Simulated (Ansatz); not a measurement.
## KF under changes of volume

One of the cells (17.306 Å³/atom); the others are scaled copies at fixed shape and fractional positions:

```
K F
1.0
     3.25895    0.00000    0.00000
     0.00000    3.25895    0.00000
     0.00000    0.00000    3.25895
K F
1 1
Direct
  0.00000 0.00000 0.00000
  0.50000 0.50000 0.50000
```

The cell comes from a database or a generator and needn't be the stable form of this composition.

```yaml
Program: Ansatz 0.2.0
Functional: PBE
Potentials_or_basis: Ansatz PAW
Cutoff: "420 eV (not typed: the program's choice for these potentials)"
k_mesh: 8 × 8 × 8
Occupations: fermi-dirac, width 0.05 eV
Spin: no spin polarisation
```

| volume (Å³/atom) | energy over the lowest point (meV/atom) | pressure (GPa) | gap on the mesh (eV) |
| --- | --- | --- | --- |
| 16.268 | 7.19 | 2.4 | 6.72 |
| 16.614 | 3.10 | 1.5 | 6.56 |
| 16.960 | 0.80 | 0.7 | 6.41 |
| 17.306 | 0.00 | 0.0 | 6.27 |
| 17.652 | ? | ? | ? |
| 17.999 | 2.70 | -1.2 | 6.01 |
| 18.345 | 5.75 | -1.7 | 5.89 |

What does the run at 17.652 Å³/atom give?

Energy over the lowest point 0.75 meV/atom; pressure -0.6 GPa; gap on the mesh 6.14 eV.

Worked out: A Birch-Murnaghan fit of order 3 (a polynomial in V^(-2/3)) to the other rows has its minimum at 17.31 Å³/atom with B0 = V·E''(V) = 33 GPa and B' = 4.6. It gives 0.72 meV/atom at 17.652 Å³/atom, against the run's 0.75, and -dE/dV = -0.6 GPa, against -0.6. A straight line through the other rows of the gap, of slope -6.88 eV per unit of ln V, gives 6.14 eV, against the run's 6.14.

Energies are extrapolated to zero smearing.

A mesh can miss the band edges.
